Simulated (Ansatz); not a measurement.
Level of theory: Ansatz, DFT PBE, scalar-relativistic, plane waves, PAW. Settings: cutoff 420 eV, Γ-centred meshes spaced at most about 0.3 Å⁻¹, and about 0.25 Å⁻¹ or finer for metals (2π included), Gaussian smearing. No spin polarisation.

Each guess is relaxed in cell and atoms at zero pressure, on a coarse mesh first where it starts far from rest and then on a converged one. The steps can't lower the symmetry of the start, but it can rise. Energies are static (0 K, no zero-point motion).

This guess for MgS isn't its lowest structure:

```
Mg S
1.0
     3.47451    0.00000    0.00000
     0.00000    3.47451    0.00000
     0.00000    0.00000    3.47451
Mg S
1 1
Direct
  0.00000 0.00000 0.00000
  0.50000 0.50000 0.50000
```

Question: What does it relax into?

Answer: Pm-3m at 21.0 Å³/atom → Pm-3m (caesium chloride type) at 17.6 Å³/atom. Conventional cell: a = 3.276 Å. Mg has 8 S at 2.84 Å and 6 Mg at 3.28 Å; around S lie 8 Mg at 2.84 Å and 6 S at 3.28 Å.

```yaml
crystal:
  lattice:
    - [3.27576, 0.00000, 0.00000]
    - [0.00000, 3.27576, 0.00000]
    - [0.00000, 0.00000, 3.27576]
  atoms:
    - { symbol: Mg, position: [0.50000, 0.50000, 0.50000] }
    - { symbol: S, position: [0.00000, 0.00000, 0.00000] }
```

Question: Compare it with the lowest MgS structure at this level.

Answer: It lies 0.62 eV/atom above the lowest of the 13 forms computed, a structure that the Crystallography Open Database (COD) lists, of the rock salt type. Space group Fm-3m (No. 225), cubic, a = 5.230 Å. Mg has 6 S at 2.62 Å; S has 6 Mg at 2.62 Å. That form has 17.9 Å³/atom and a gap of 2.76 eV on its mesh; the guess's end has none. Counting S atoms around Mg (those within 1.25 times the shortest such distance or 1.15 times the sum of covalent radii), the guess's end has Mg 8 and the lowest form has Mg 6.

Kohn–Sham gaps at this level usually fall short of measured ones. The zero gap of Pm-3m may come from the functional, which often closes small gaps. Some types were kept out of the candidates beforehand, so the set may lack a known form.
